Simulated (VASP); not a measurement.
Runs of VASP 6.6.1 on Mg. It takes space group Fm-3m (No. 225, cubic). Conventional cell: a = 6.967 Å, b = 6.967 Å, c = 6.967 Å, α = 90.00°, β = 90.00°, γ = 90.00°. Mg (site symmetry m-3m) is surrounded by 8 Mg at 3.02 Å. Mg (site symmetry -43m) has 4 Mg at 3.02 Å as nearest neighbours. The cell was built by a generator and needn't be a form met in nature.

```tsv
level	gap on the mesh (eV)	pressure (GPa)	relaxed volume (Å³/atom)
optB88-vdW	none	0.0	(b)
vdW-DF-cx	none	0.0	(a)
rev-vdW-DF2	none	0.0	27.88
AM05	none	0.0	27.55
BLYP	none	0.0	29.43
```

Alike in all rows: task relaxation of cell and atoms; potentials or basis VASP PAW PBE potentials, release 64 (Mg); no spin polarisation; cell relaxed; k mesh 7 × 7 × 7; cutoff (eV) 600; smearing fermi-dirac 0.05 eV.

Q: Estimate the missing entries.

A: (a) 28.00; (b) 27.99.

Caveats: the PAW data sets were made with another functional, which shifts forces and pressure a little.

A gap of «none» marks a metal or a gap under the smearing width.
